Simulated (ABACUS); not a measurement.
Runs of ABACUS 3.10.1 on Si2Mo. The structure is tetragonal, space group I4/mmm (No. 139). The conventional cell has a = 3.200 Å, b = 3.200 Å, c = 7.861 Å, α = 90.00°, β = 90.00°, γ = 90.00°. Mo (site symmetry 4/mmm) has 10 Si at 2.62 Å as nearest neighbours. Around Si (site symmetry 4mm) lie 5 Si at 2.61 to 2.63 Å and 5 Mo at 2.62 Å. 

```csv
task,level,potentials or basis,cell,k mesh,max steps of the relaxation,force threshold,optimiser,stress threshold,symmetry key,gap on the mesh (eV),pressure (GPa),largest force (eV/Å)
relaxation of cell and atoms,LDA,"PseudoDojo NC SR 0.4.1 LDA standard, plane waves",relaxed,10 × 10 × 10,60,0.01 eV/Å,cg,0.2 kbar,1,none,0.0,-
single point,PBEsol,"PseudoDojo NC SR 0.4.1 PBEsol standard, plane waves",as given,12 × 12 × 12,-,-,-,-,1,none,-2.7,(a)
single point,PBEsol,"PseudoDojo NC SR 0.4.1 PBEsol standard, plane waves","atoms moved at random, drawn with an rms of 0.05 Å",12 × 12 × 12,-,-,-,-,1,none,-2.4,0.95
single point,LDA,"PseudoDojo NC SR 0.4.1 LDA standard, plane waves",as given,10 × 10 × 10,-,-,-,-,1,none,-6.1,0.39
```

Alike in all rows: no spin polarisation; cutoff (eV) 1102; smearing fermi-dirac 0.05 eV.

Question: Estimate the missing entries.

Answer: (a) 0.32.

Caveats: there are fewer bands than atomic start orbitals, so a level may be missed at k points of high symmetry (some runs).

A k mesh can miss the band edges, and the runs leave out spin-orbit coupling on Mo.

A gap of «none» marks a metal or a gap under the smearing width.
